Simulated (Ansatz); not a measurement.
Runs of Ansatz 0.2.0 on Tc. The structure is hexagonal, space group P6_3/mmc (No. 194). Conventional cell: a = 2.740 Å, b = 2.740 Å, c = 4.398 Å, α = 90.00°, β = 90.00°, γ = 120.00°. Around Tc (site symmetry -6m2) lie 12 Tc at 2.71 to 2.74 Å. 

| level | gap on the mesh (eV) | pressure (GPa) | relaxed volume (Å³/atom) |
| --- | --- | --- | --- |
| PBEsol | none | 0.0 | 14.00 |
| PBEsol+D3(BJ) | none | 0.0 | 13.69 |
| PBEsol+D3(BJ)-ATM | none | 0.0 | 13.76 |
| PBEsol+D4 | none | 0.0 | (a) |

Alike in all rows: task relaxation of cell and atoms; potentials or basis Ansatz PAW earlier set; no spin polarisation; cell relaxed; k mesh 11 × 11 × 6; cutoff (eV) 500; smearing fermi-dirac 0.05 eV.

Question: Fill in the values left out.

Answer: (a) 13.84.

Caveats: the plane-wave basis is chosen anew once the cell has moved, so the energies of steps on either side of that aren't comparable; the PAW data sets come from PBE, with cores solved anew for the run's functional, which leaves a small shift of forces and pressure; pairwise dispersion overbinds metals, which lowers pressure and volume (some runs).

A k mesh can miss the band edges, and the runs leave out spin-orbit coupling on Tc.

A gap of «none» marks a metal or a gap under the smearing width.
